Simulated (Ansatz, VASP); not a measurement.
**Two plane-wave programs on PtSe2**

```xyz
6
Lattice="5.8196 0.0000 0.0000 0.0000 5.8196 0.0000 0.0000 0.0000 3.8410" Properties=species:S:1:pos:R:3 pbc="T T T"
Pt    0.0000    0.0000    0.0000
Pt    2.9098    2.9098    1.9205
Se    1.7750    1.7750    0.0000
Se    4.0447    4.0447    0.0000
Se    4.6848    1.1348    1.9205
Se    1.1348    4.6848    1.9205
```

Alike in both runs: task relaxation of cell and atoms; functional PBE; k mesh 5 × 5 × 8; occupations fermi-dirac, width 0.05 eV; no spin polarisation.

```csv
,VASP,Ansatz
version,VASP 6.6.1,Ansatz 0.2.0
potentials or method,"VASP PAW PBE potentials, release 64 (Pt, Se)","PAW with Ansatz's default frozen-core files, scalar-relativistic"
plane-wave cutoff (eV),600,420
valence electrons in the cell,44,100
```

|  | VASP | Ansatz | Ansatz less VASP |
| --- | --- | --- | --- |
| relaxed volume (Å³/atom) | 22.41 | 22.42 | +0.003 |
| relaxed cell length with the largest relative difference (Å) | 4.022 | 4.024 | +0.0019 |
| energy change over the relaxation (meV/atom) | -23 | -24 | -0.2 |

The two sets of potentials don't hold the same shells in valence.

The runs have no spin-orbit coupling, so splittings on Pt are missing.
